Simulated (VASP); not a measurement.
# ZnS (F-43m) in VASP: further runs

Aim: see how the results for ZnS move with the level of theory and the settings. Levels: HSE06, HSE03, PBE0, r2SCAN-EpsX. Tasks: band structure.

Everything below comes from runs of VASP 6.6.1. Logs are shortened: lines on timing, memory, paths and dates and some standing lists are left out, and cuts for length are marked.

**Measured values to compare with.**

From “Electronic, vibrational, and thermodynamic properties of ZnS (zincblende and rocksalt structure)”, 2009, arxiv:0911.5022, for a bulk crystal of ZnS at 19 K: band gap 3.85 eV (direct).

The runs below are set against these values where they give the same quantity.

### 1 The structure

The structure is cubic, space group F-43m (No. 216). The conventional cell has a = 5.404 Å, b = 5.404 Å, c = 5.404 Å, α = 90.00°, β = 90.00°, γ = 90.00°. Zn (site symmetry -43m) is surrounded by 4 S at 2.34 Å. S (site symmetry -43m) has 4 Zn at 2.34 Å as nearest neighbours.

### 2 Band structure, HSE06

File POSCAR:

```
ZnS
1.0
    0.0000000000      2.7020000000      2.7020000000
    2.7020000000      0.0000000000      2.7020000000
    2.7020000000      2.7020000000      0.0000000000
Zn S
1 1
Direct
    0.7500000000      0.7500000000      0.7500000000
    0.0000000000      0.0000000000      0.0000000000
```

File INCAR.step1:

```
  ALGO = Normal
  EDIFF = 1E-5
  ENCUT = 520
  GGA = PE
  ISIF = 2
  ISMEAR = 0
  KPAR = 4
  LASPH = T
  LCHARG = F
  LREAL = F
  LWAVE = T
  NBANDS = 16
  NELM = 80
  PREC = Accurate
  SIGMA = 0.02
```

File INCAR.step2:

```
  ALGO = Normal
  EDIFF = 1E-6
  ENCUT = 520
  GGA = PE
  HFSCREEN = 0.2
  ISIF = 2
  ISMEAR = 0
  ISTART = 1
  KPAR = 4
  LASPH = T
  LCHARG = F
  LHFCALC = T
  LREAL = F
  LWAVE = F
  NBANDS = 16
  NELM = 80
  PREC = Accurate
  PRECFOCK = Fast
  SIGMA = 0.02
```

File KPOINTS:

```
k-points
0
Gamma
  6 6 6
```

File KPOINTS_OPT:

```
path GXWKGLUWLK,UX
12
line-mode
reciprocal
 0.0000000000  0.0000000000  0.0000000000  G
 0.5000000000  0.0000000000  0.5000000000  X

 0.5000000000  0.0000000000  0.5000000000  X
 0.5000000000  0.2500000000  0.7500000000  W

 0.5000000000  0.2500000000  0.7500000000  W
 0.3750000000  0.3750000000  0.7500000000  K

 0.3750000000  0.3750000000  0.7500000000  K
 0.0000000000  0.0000000000  0.0000000000  G

 0.0000000000  0.0000000000  0.0000000000  G
 0.5000000000  0.5000000000  0.5000000000  L

 0.5000000000  0.5000000000  0.5000000000  L
 0.6250000000  0.2500000000  0.6250000000  U

 0.6250000000  0.2500000000  0.6250000000  U
 0.5000000000  0.2500000000  0.7500000000  W

 0.5000000000  0.2500000000  0.7500000000  W
 0.5000000000  0.5000000000  0.5000000000  L

 0.5000000000  0.5000000000  0.5000000000  L
 0.3750000000  0.3750000000  0.7500000000  K

 0.6250000000  0.2500000000  0.6250000000  U
 0.5000000000  0.0000000000  0.5000000000  X
```

Potentials or basis: VASP PAW PBE potentials, release 64 (Zn, S).

Command:

```
$ cat potpaw_PBE.64/Zn/POTCAR potpaw_PBE.64/S/POTCAR > POTCAR
$ cp INCAR.step1 INCAR
$ mpirun -np 4 vasp_std > vasp.out
$ cp INCAR.step2 INCAR
$ mpirun -np 4 vasp_std > vasp.out
```

OUTCAR:

```text
EDIFF = 1E-6
   ENCUT = 520
   GGA = PE
   HFSCREEN = 0.2
   ISIF = 2
   ISMEAR = 0
   ISTART = 1
   LASPH = T
   LHFCALC = T
   LREAL = F
   NELM = 80
   PREC = Accurate
   PRECFOCK = Fast

 ion  position               nearest neighbor table
   1  0.750  0.750  0.750-   2 2.34   2 2.34   2 2.34   2 2.34
   2  0.000  0.000  0.000-   1 2.34   1 2.34   1 2.34   1 2.34

  LATTYP: Found a face centered cubic cell.
 ALAT       =     5.4040000000

  Lattice vectors:

 A1 = (   0.0000000000,   2.7020000000,   2.7020000000)
 A2 = (   2.7020000000,   0.0000000000,   2.7020000000)
 A3 = (   2.7020000000,   2.7020000000,   0.0000000000)

Analysis of symmetry for initial positions (statically):
=====================================================================
 Subroutine PRICEL returns:
 Original cell was already a primitive cell.

 Routine SETGRP: Setting up the symmetry group for a
 face centered cubic supercell.

 Subroutine GETGRP returns: Found 24 space group operations
 (whereof 24 operations were pure point group operations)
 out of a pool of 48 trial point group operations.

The static configuration has the point symmetry T_d .

Analysis of symmetry for dynamics (positions and initial velocities):
=====================================================================
 Subroutine PRICEL returns:
 Original cell was already a primitive cell.

 Routine SETGRP: Setting up the symmetry group for a
 face centered cubic supercell.

 Subroutine GETGRP returns: Found 24 space group operations
 (whereof 24 operations were pure point group operations)
 out of a pool of 48 trial point group operations.

The dynamic configuration has the point symmetry T_d .

 Subroutine INISYM returns: Found 24 space group operations
 (whereof 24 operations are pure point group operations),
 and found     1 'primitive' translations

----------------------------------------------------------------------------------------

                                     Primitive cell

  volume of cell :      39.4535

  direct lattice vectors                    reciprocal lattice vectors
     0.000000000  2.702000000  2.702000000    -0.185048113  0.185048113  0.185048113
     2.702000000  0.000000000  2.702000000     0.185048113 -0.185048113  0.185048113
     2.702000000  2.702000000  0.000000000     0.185048113  0.185048113 -0.185048113

  length of vectors
     3.821205046  3.821205046  3.821205046     0.320512733  0.320512733  0.320512733

  position of ions in fractional coordinates (direct lattice)
     0.750000000  0.750000000  0.750000000
     0.000000000  0.000000000  0.000000000

  ion indices of the primitive-cell ions
   primitive index   ion index
                 1           1
                 2           2

----------------------------------------------------------------------------------------

 KPOINTS: k-points

Automatic generation of k-mesh.
 Grid dimensions read from file:
 generate k-points for:    6    6    6

 Generating k-lattice:

  Cartesian coordinates                     Fractional coordinates (reciprocal lattice)
    -0.030841352  0.030841352  0.030841352     0.166666667  0.000000000  0.000000000
     0.030841352 -0.030841352  0.030841352     0.000000000  0.166666667  0.000000000
     0.030841352  0.030841352 -0.030841352     0.000000000  0.000000000  0.166666667

  Length of vectors
     0.053418789  0.053418789  0.053418789

  Shift w.r.t. Gamma in fractional coordinates (k-lattice)
     0.000000000  0.000000000  0.000000000

 Subroutine IBZKPT returns following result:
 ===========================================

 Found     16 irreducible k-points:

 Following reciprocal coordinates:
            Coordinates               Weight
  0.000000  0.000000  0.000000      1.000000
  0.166667  0.000000  0.000000      8.000000
  0.333333  0.000000  0.000000      8.000000
  0.500000  0.000000  0.000000      4.000000
  0.166667  0.166667  0.000000      6.000000
  0.333333  0.166667  0.000000     24.000000
[... 8 lines left out ...]
 -0.333333  0.333333  0.166667     24.000000
[... 43 lines left out ...]

 val. band max:        1.3722019163   @ k =   0.0000   0.0000   0.0000
 cond. band min:       4.7172182344   @ k =   0.0000   0.0000   0.0000
 fundamental gap:      3.3450163181
 Fermi energy:         1.5174632028

 k-point     1 :       0.0000    0.0000    0.0000
  band No.  band energies     occupation
      1     -12.9559      2.00000
      2      -6.4805      2.00000
      3      -6.4805      2.00000
      4      -6.4805      2.00000
      5      -6.0358      2.00000
      6      -6.0358      2.00000
[... 8 lines left out ...]
     15      14.5876      0.00000
     16      14.7795      0.00000

 k-point     2 :       0.1667    0.0000    0.0000
  band No.  band energies     occupation
      1     -12.7378      2.00000
      2      -6.4475      2.00000
      3      -6.4475      2.00000
      4      -6.4416      2.00000
      5      -6.0376      2.00000
      6      -6.0376      2.00000
[... 8 lines left out ...]
     15      13.7161      0.00000
     16      15.4830      0.00000

 k-point     3 :       0.3333    0.0000    0.0000
  band No.  band energies     occupation
      1     -12.2477      2.00000
      2      -6.3925      2.00000
      3      -6.3925      2.00000
      4      -6.2058      2.00000
      5      -6.0263      2.00000
      6      -6.0263      2.00000
[... 8 lines left out ...]
     15      14.4052      0.00000
     16      14.5907      0.00000

 k-point     4 :       0.5000    0.0000    0.0000
  band No.  band energies     occupation
      1     -11.9681      2.00000
      2      -6.3728      2.00000
      3      -6.3728      2.00000
      4      -6.0108      2.00000
      5      -6.0108      2.00000
      6      -5.8001      2.00000
[... 8 lines left out ...]
     15      16.4004      0.00000
     16      16.4004      0.00000
[... 172 lines left out ...]
 k-point    14 :       0.5000    0.3333    0.1667
  band No.  band energies     occupation
      1     -11.9114      2.00000
      2      -6.3386      2.00000
      3      -6.3105      2.00000
      4      -6.1676      2.00000
      5      -6.0110      2.00000
      6      -5.9070      2.00000
[... 8 lines left out ...]
     15      16.9815      0.00000
     16      17.6544      0.00000

 k-point    15 :      -0.3333    0.3333    0.1667
  band No.  band energies     occupation
      1     -11.7232      2.00000
      2      -6.3272      2.00000
      3      -6.2749      2.00000
      4      -6.0837      2.00000
      5      -6.0333      2.00000
      6      -5.6639      2.00000
[... 8 lines left out ...]
     15      16.6952      0.00000
     16      17.5032      0.00000

 k-point    16 :      -0.3333    0.5000    0.1667
  band No.  band energies     occupation
      1     -11.6368      2.00000
      2      -6.3250      2.00000
      3      -6.2269      2.00000
      4      -6.1249      2.00000
      5      -6.0111      2.00000
      6      -5.6330      2.00000
[... 8 lines left out ...]
     15      16.9962      0.00000
     16      17.7965      0.00000

------------------------ aborting loop because EDIFF is reached ----------------------------------------

  FORCE on cell =-STRESS in cart. coord.  units (eV):
  Direction    XX          YY          ZZ          XY          YZ          ZX
  --------------------------------------------------------------------------------------
  -------------------------------------------------------------------------------------
  Total        0.2207939      0.2207939      0.2207939      0.0000000      0.0000000      0.0000000
  in kB        8.9662642      8.9662642      8.9662642      0.0000000      0.0000000      0.0000000
  external PRESSURE =       8.9662642 kB  Pullay stress =       0.0000000 kB

 VOLUME and BASIS-vectors are now :
 -----------------------------------------------------------------------------
  energy-cutoff  :      520.00
  volume of cell :       39.45
      direct lattice vectors                 reciprocal lattice vectors
     0.000000000  2.702000000  2.702000000    -0.185048113  0.185048113  0.185048113
     2.702000000  0.000000000  2.702000000     0.185048113 -0.185048113  0.185048113
     2.702000000  2.702000000  0.000000000     0.185048113  0.185048113 -0.185048113

 POSITION                                       TOTAL-FORCE (eV/Angst)
 -----------------------------------------------------------------------------------
      4.05300      4.05300      4.05300        -0.000000     -0.000000     -0.000000
      0.00000      0.00000      0.00000         0.000000      0.000000      0.000000
 -----------------------------------------------------------------------------------
    total drift:                                0.000143      0.000100      0.000077

  FREE ENERGIE OF THE ION-ELECTRON SYSTEM (eV)
  ---------------------------------------------------
  free  energy   TOTEN  =        -8.3928792800 eV

  energy  without entropy=       -8.3928792800  energy(sigma->0) =       -8.39287928
```

It took 13 min on 4 MPI ranks of Intel Xeon Platinum 8559C (Emerald Rapids), shared host; peak memory 0.33 GiB.

What came out:

```yaml
Free_energy: -8.3929 eV
Pressure: 0.9 GPa
Band_gap_on_the_k_mesh: 3.34 eV, direct
Band_gap_along_the_path: 3.34 eV, direct
```

Levels at the corners of the path, in eV from the valence-band top:
```
point  band 6  band 7  band 8  band 9  band 10  band 11  band 12  band 13
    Γ   -7.41    0.00    0.00    0.00     3.34     7.70     7.70     7.70
    X   -7.13   -4.99   -2.35   -2.35     4.40     5.28    12.57    13.72
    X   -7.13   -4.99   -2.35   -2.35     4.40     5.28    12.57    13.72
    W   -6.96   -4.83   -2.98   -2.86     6.80     7.56     9.25     9.44
    W   -6.96   -4.83   -2.98   -2.86     6.80     7.56     9.25     9.44
    K   -7.01   -4.90   -3.35   -1.91     5.24     7.30    10.78    11.30
    K   -7.01   -4.90   -3.35   -1.91     5.24     7.30    10.78    11.30
    Γ   -7.41    0.00    0.00    0.00     3.34     7.70     7.70     7.70
    Γ   -7.41    0.00    0.00    0.00     3.34     7.70     7.70     7.70
    L   -7.17   -5.60   -0.92   -0.92     4.56     8.20     8.20    10.23
    L   -7.17   -5.60   -0.92   -0.92     4.56     8.20     8.20    10.23
    U   -7.01   -4.90   -3.35   -1.91     5.24     7.30    10.78    11.30
    U   -7.01   -4.90   -3.35   -1.91     5.24     7.30    10.78    11.30
    W   -6.96   -4.83   -2.98   -2.86     6.80     7.56     9.25     9.44
    W   -6.96   -4.83   -2.98   -2.86     6.80     7.56     9.25     9.44
    L   -7.17   -5.60   -0.92   -0.92     4.56     8.20     8.20    10.23
    L   -7.17   -5.60   -0.92   -0.92     4.56     8.20     8.20    10.23
    K   -7.01   -4.90   -3.35   -1.91     5.24     7.30    10.78    11.30
    U   -7.01   -4.90   -3.35   -1.91     5.24     7.30    10.78    11.30
    X   -7.13   -4.99   -2.35   -2.35     4.40     5.28    12.57    13.72
```

Caveat: the PAW data sets were made with another functional, which shifts forces and pressure a little.

(Continued in part 2 of 2.)
